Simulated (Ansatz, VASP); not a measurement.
# GaN in VASP and in Ansatz

```
Ga N
1.0
     0.00000    2.13524    2.13524
     2.13524    0.00000    2.13524
     2.13524    2.13524    0.00000
Ga N
1 1
Cartesian
  0.0000 0.0000 0.0000
  2.1352 2.1352 2.1352
```

Measurements of this composition are mostly on another form, of space group No. 186.

Alike in both runs: task single point; functional HSE(alpha, omega); k mesh 6 × 6 × 6; occupations fermi-dirac, width 0.05 eV; no spin polarisation.

|  | VASP | Ansatz |
| --- | --- | --- |
| version | VASP 6.6.1 | Ansatz 0.2.0 |
| potentials or method | VASP PAW PBE potentials, release 64 (Ga_d, N) | Ansatz PAW |
| plane-wave cutoff (eV) | 520 | 420 |
| valence electrons in the cell | 18 | 18 |

VASP gave:

```
gap on the k mesh at the Fermi level (eV) : 2.46
least direct gap on the mesh (eV)         : 4.50
pressure (GPa)                            : -14.2
```

Task: Which values does Ansatz return?

Result: gap on the k mesh at the Fermi level (eV): 2.47; least direct gap on the mesh (eV): 4.49; pressure (GPa): -15.3.

Caveats: the k mesh is coarse (spacing up to 0.42 Å⁻¹), so the values aren't converged, least of all with exact exchange; the PAW data sets were made with another functional, which shifts forces and pressure a little (VASP); the pressure holds a Pulay correction of +0.6 GPa for the finite cutoff (Ansatz); the PAW data sets come from PBE, with cores solved anew for the run's functional, which leaves a small shift of forces and pressure (Ansatz); the thresholds are loose for stress (Ansatz). A k mesh can miss the band edges.
